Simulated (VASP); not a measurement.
Write the native input for VASP 6.6.1 that does the following.

```
Task                   : single point
Functional             : PBE
Potentials or basis    : VASP PAW PBE potentials, release 64 (Li_sv, F)
Cutoff                 : 520 eV
k mesh                 : 10 × 10 × 10
Occupations            : gaussian, width 0.05 eV
Spin                   : no spin polarisation
Dipole correction      : no
Further INCAR settings : ALGO = Normal; EDIFF = 1e-06; NBANDS = 12
```

The structure of LiF lies in POSCAR:

```
LiF
1.0
    2.5595330000      0.0000000000      0.0000000000
    0.0000000000      2.4571516800      0.0000000000
    0.0000000000      0.0000000000      2.5595330000
Li F
1 1
Direct
    0.0000000000      0.0000000000      0.0000000000
    0.5000000000      0.5000000000      0.5000000000
```

Measurements of this composition are mostly on another form, of space group No. 225.

The cell isn't the ideal one: strain -0.0400 x Voigt [0, 1, 0, 0, 0, 0], atoms carried along.

One way to write it, as run:

INCAR

```
SYSTEM = LiF
PREC = Accurate
ENCUT = 520
EDIFF = 1E-6
ISMEAR = 0
SIGMA = 0.05
LREAL = .False.
LASPH = .True.
NELM = 80
ALGO = Normal
ISIF = 2
LWAVE = .False.
LCHARG = .True.
GGA = PE
LELF = .True.
LVHAR = .True.
NBANDS = 12
```

KPOINTS

```
Automatic mesh
0
Gamma
  10 10 10
  0 0 0
```

Potentials or basis: VASP PAW PBE potentials, release 64 (Li_sv, F).

Command:

```bash
$ cat potpaw_PBE.64/Li_sv/POTCAR potpaw_PBE.64/F/POTCAR > POTCAR
$ mpirun -np 1 vasp_std > vasp.out
```

Results of the run:

The band gap on the k mesh is 7.63 eV, indirect (least direct gap 8.23 eV).

It took 24 s on 1 thread of AMD EPYC 7R13 Processor (Zen 3) (shared host), peak memory 0.09 GiB.
